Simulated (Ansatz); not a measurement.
**MnO (R-3m): equation of state**

How stiff is MnO (R-3m)? Energies and pressures are computed at volumes on both sides of the relaxed cell and fitted.

Program: Ansatz 0.2.0. Level of theory: DFT r²SCAN, scalar-relativistic, plane waves, PAW. These are calculated values, not measurements.

## (1) Starting point

It takes space group R-3m (No. 166, trigonal). Conventional cell: a = 3.151 Å, b = 3.151 Å, c = 7.495 Å, α = 90.00°, β = 90.00°, γ = 120.00°. Mn (site symmetry -3m) is surrounded by 6 O at 2.21 Å. Around O (site symmetry -3m) lie 6 Mn at 2.21 Å.

As a file:

```cif
data_structure
_symmetry_space_group_name_H-M 'P 1'
_symmetry_Int_Tables_number 1
_cell_length_a 5.3175
_cell_length_b 5.3175
_cell_length_c 5.3175
_cell_angle_alpha 34.470
_cell_angle_beta 34.470
_cell_angle_gamma 34.470
_cell_volume 42.96
loop_
_atom_site_label
_atom_site_type_symbol
_atom_site_fract_x
_atom_site_fract_y
_atom_site_fract_z
_atom_site_occupancy
Mn1 Mn 0.50000 0.50000 0.50000 1
O1 O 0.25000 0.25000 0.25000 1
Mn2 Mn 0.00000 0.00000 0.00000 1
O2 O 0.75000 0.75000 0.75000 1
```

An earlier run at r²SCAN left this cell at 10.741 Å³/atom and -0.01 GPa (8×8×8 mesh). The large moments point both ways and cancel.

Volume factors to run: 0.980, 1.020, 0.960, 1.040.

## (2) At 0.980 of the relaxed volume

File input.yaml:

```yaml
crystal:
  lattice:
    - [1.5649347667, -0.9035155055, 4.9630364723]
    - [0.0, 1.8070310209, 4.9630364705]
    - [-1.5649347667, -0.9035155055, 4.9630364723]
  atoms:
    - { symbol: Mn, position: [0.5, 0.5, -0.5], spin: 4.59 }
    - { symbol: O, position: [0.2499999998, 0.2499999998, 0.2499999998] }
    - { symbol: Mn, position: [1.0, 1.0, 0.0], spin: -4.59 }
    - { symbol: O, position: [0.7500000002, 0.7500000002, 0.7500000002] }
basis:
  ecutwfc: 500
  ecutrho_ratio: 4
kpoints:
  mp_grid: { grid: [8, 8, 8] }
hamiltonian:
  xc: r2scan
scf:
  occupations: { method: gaussian, width: 0.05 }
output:
  forces: true
  stress: true
  eigenvalues: true
  populations: true
magnetization:
  spin_polarized: true
relax:
  f_tol: 0.01
  max_steps: 40
  cell: { stress_tol: 0.1, fix: [volume] }
```

Launch:

```
$ ansatz run input.yaml --threads 2 --pin off --max-ram 5120MiB --backend cpu --events-out ev --progress --plain --runs-dir out
```

Further steps of the session: At 1.020 of the relaxed volume; Scaling the volume by 0.960; Volume × 1.040.

Before running it: what results should come out? Wanted: V0; B0; B0′; scatter of the fit.

The runs gave:

| quantity | value |
| --- | --- |
| V0 | 10.740 Å³/atom |
| B0 | 163 GPa |
| B0′ | 4.2 |
| scatter of the fit | 0.001 meV/atom |

**Reading.** The fitted minimum lies at 10.74 Å³/atom, and the bulk modulus is 163 GPa. One per cent of compression takes about 1.6 GPa. The gap on the mesh shrinks from 1.83 to 1.58 eV as the cell expands over this range. The moment on atom 1 grows from 4.13 to 4.21 μB on expansion. These are values at 0 K without zero-point motion.
